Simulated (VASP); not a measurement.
A run of VASP 6.6.1 is set up as follows.

File INCAR:

```
ALGO = Fast
EDIFF = 1E-6
ENCUT = 450
GGA = PE
ISIF = 2
ISMEAR = 0
LASPH = True
LCHARG = False
LREAL = False
LWAVE = False
NELM = 60
PREC = Accurate
SIGMA = 0.02
```

Contents of KPOINTS:

```
k-points
0
Gamma
  5 5 5
```

POSCAR

```
InAs
1.0
    0.0000000000      2.8773040000      2.8773040000
    2.8773040000      0.0000000000      2.8773040000
    2.8773040000      2.8773040000      0.0000000000
In As
1 1
Direct
    0.5000000000      0.5000000000      0.5000000000
    0.0000000000      0.0000000000      0.0000000000
```

Potentials or basis: VASP PAW PBE potentials, release 64 (In_d_GW, As_GW).

The run is started by

```sh
$ cat potpaw_PBE.64/In_d_GW/POTCAR potpaw_PBE.64/As_GW/POTCAR > POTCAR
$ mpirun -np 1 vasp_std > vasp.out
```

Estimate the band gap on the k mesh.

none (metal or under the smearing width).

Estimate the pressure.

-0.2 GPa.

Caveat: the k mesh is coarse (spacing up to 0.38 Å⁻¹), so the values aren't converged.
